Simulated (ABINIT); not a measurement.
Se:

```
CELL_PARAMETERS angstrom
1.39427 -4.03900 0.00000
1.39427 4.03900 0.00000
0.00000 0.00000 4.61343
ATOMIC_POSITIONS crystal
Se 0.06434 0.93566 0.25000
Se 0.93566 0.06434 0.75000
```

This isn't the form of Se at room conditions, which is trigonal, of chains.

- Program: ABINIT 10.8.3 (patched build)
- Task: single point
- Functional: PBE
- Potentials or basis: JTH PAW PBE v2.0
- Cutoff: 408 eV
- k mesh: 10 × 10 × 6
- Occupations: fermi-dirac, width 0.05 eV
- Spin: no spin polarisation

On this cell: pressure 1.4 GPa; largest force 0.040 eV/Å; band gap on the k mesh none (metal or under the smearing width).

The same run follows on a disturbed copy (atoms moved at random, drawn with an rms of 0.05 Å):

```
CELL_PARAMETERS angstrom
1.39427 -4.03900 0.00000
1.39427 4.03900 0.00000
0.00000 0.00000 4.61343
ATOMIC_POSITIONS crystal
Se 0.05836 0.93014 0.24970
Se 0.92368 0.05810 0.73174
```

**Question.** What changes?

**Answer.** The energy (extrapolated to zero smearing) moves by +4.4 meV/atom; pressure 1.4 GPa; largest force 0.187 eV/Å; band gap on the k mesh none (metal or under the smearing width).

Forces in eV/Å, atoms in the order of the input:
```
Se  -0.014  0.090 -0.163
Se   0.014 -0.090  0.163
```

Stress tensor (GPa, compression positive):
```
0.04 0.05 0.02
0.05 0.66 0.42
0.02 0.42 3.40
```
